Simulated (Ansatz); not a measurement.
# InAs: the cost of one run

Program: Ansatz 0.2.0. Level of theory: DFT HSE06, scalar-relativistic, plane waves, PAW. These are calculated values, not measurements.

### 1 The structure to begin with

The structure is cubic, space group Fm-3m (No. 225). The conventional cell has a = 5.600 Å, b = 5.600 Å, c = 5.600 Å, α = 90.00°, β = 90.00°, γ = 90.00°. Around In (site symmetry m-3m) lie 6 As at 2.80 Å. Around As (site symmetry m-3m) lie 6 In at 2.80 Å.

Structure file:

```xyz
2
Lattice="0.0000 2.8000 2.8000 2.8000 0.0000 2.8000 2.8000 2.8000 0.0000" Properties=species:S:1:pos:R:3 pbc="T T T"
In    0.0000    0.0000    0.0000
As    2.8000    2.8000    2.8000
```

The cell was made up by rule, so the compound may not exist in this form.

This is a trial structure, the rocksalt prototype, and another one may lie lower.

### 2 Coarse point 1 of the search for the rest volume

Input file input.yaml:

```yaml
crystal:
  lattice:
    - [0.0, 2.8, 2.8]
    - [2.8, 0.0, 2.8]
    - [2.8, 2.8, 0.0]
  atoms:
    - { symbol: In, position: [0.0, 0.0, 0.0] }
    - { symbol: As, position: [0.5, 0.5, 0.5] }
basis:
  ecutwfc: 420
kpoints:
  mp_grid: { grid: [6, 6, 6] }
hamiltonian:
  xc: hse06
scf:
  occupations: { method: gaussian, width: 0.05 }
output:
  forces: true
  stress: true
  eigenvalues: true
```

On the command line:

```console
$ ansatz run input.yaml --threads 4 --pin off --max-ram 12288MiB --backend cpu --events-out ev --progress --plain --runs-dir out
```

**Question.** How long does this run take on 4 threads of Arm Neoverse V2, shared host, and how much memory does it need?

About 12 s, with a peak of 1.5 GiB.
